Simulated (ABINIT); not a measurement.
A calculation with ABINIT 10.8.3 (patched build) of Tl (native input, structure from a POSCAR):

run.abi

```
# Pseudopotentials
pp_dirpath "./"
pseudos "Tl.GGA_PBE-JTH.xml"

# Structure
structure "poscar:POSCAR"
natom 1

# Plane-wave basis
ecut 22.0
pawecutdg 44.0

# k points
kptopt 1
ngkpt 10 10 10
nshiftk 1
shiftk 0.0 0.0 0.0

# Exchange and correlation
ixc 11

# Bands and occupations
nband 11
occopt 3
tsmear 0.00183747

# SCF cycle
nstep 100
tolvrs 1.0e-9

# Output
iomode 3
prtwf 0
prtden 0
prteig 0
prtebands 0
enunit 1
```

Contents of POSCAR:

```
Tl
1.0
   -1.9559951735      1.9559951735      1.9559951735
    1.9559951735     -1.9559951735      1.9559951735
    1.9559951735      1.9559951735     -1.9559951735
Tl
1
Direct
    0.0000000000      0.0000000000      0.0000000000  Tl
```

Potentials or basis: JTH PAW PBE v2.0.

Launch:

```sh
$ abinit run.abi > log 2>&1
```

This isn't the form of Tl at room conditions, which is hcp.

Write the same calculation in another form: ASE script, structure from a POSCAR.

As run:

Contents of run.py:

```python
import json, os
import numpy as np
from ase.units import GPa
from ase.calculators.abinit import Abinit, AbinitProfile
from ase.io import read

atoms = read('POSCAR')

profile = AbinitProfile(command='abinit', pp_paths=[os.path.abspath('pseudos')])
params = dict(
    pps='pawxml', xc='PBE',
    ecut=598.6505,
    pawecutdg=1197.301,
    kptopt=1,
    ngkpt=[10, 10, 10],
    nshiftk=1,
    shiftk=[0.0, 0.0, 0.0],
    ixc=11,
    nband=11,
    occopt=3,
    tsmear=0.05,
    nstep=100,
    tolvrs=1e-09,
    prtwf=0,
    prtden=0,
)

atoms.calc = Abinit(profile=profile, directory='run', **params)
energy = atoms.get_potential_energy()
forces = atoms.get_forces()
stress = atoms.get_stress()
print(f'energy {energy:.6f} eV')
print('forces (eV/A)')
print(np.round(forces, 5))
print('stress (GPa, Voigt, tension positive)', np.round(stress / GPa, 4))
json.dump(dict(energy=energy, forces=forces.tolist(), stress=stress.tolist(), cell=atoms.cell.tolist(), frac=atoms.get_scaled_positions(wrap=False).tolist()), open('results.json', 'w'))
```

Contents of POSCAR:

```
Tl
1.0
   -1.9559951735      1.9559951735      1.9559951735
    1.9559951735     -1.9559951735      1.9559951735
    1.9559951735      1.9559951735     -1.9559951735
Tl
1
Direct
    0.0000000000      0.0000000000      0.0000000000
```

Potentials or basis: JTH PAW PBE v2.0.

Command:

```sh
$ python run.py
```

Both were run:

|  | native input, structure from a POSCAR | ASE script, structure from a POSCAR |
| --- | --- | --- |
| Pressure | 1.3 GPa | 1.3 GPa |
| Band gap on the k mesh | none (metal or under the smearing width) | none (metal or under the smearing width) |
| Valence electrons inside the program's atomic spheres | Tl 10.72 (radii [1.2783] Å) | Tl 10.72 (radii [1.2783] Å) |

Keys that steer only the numerical path or the files written may differ.
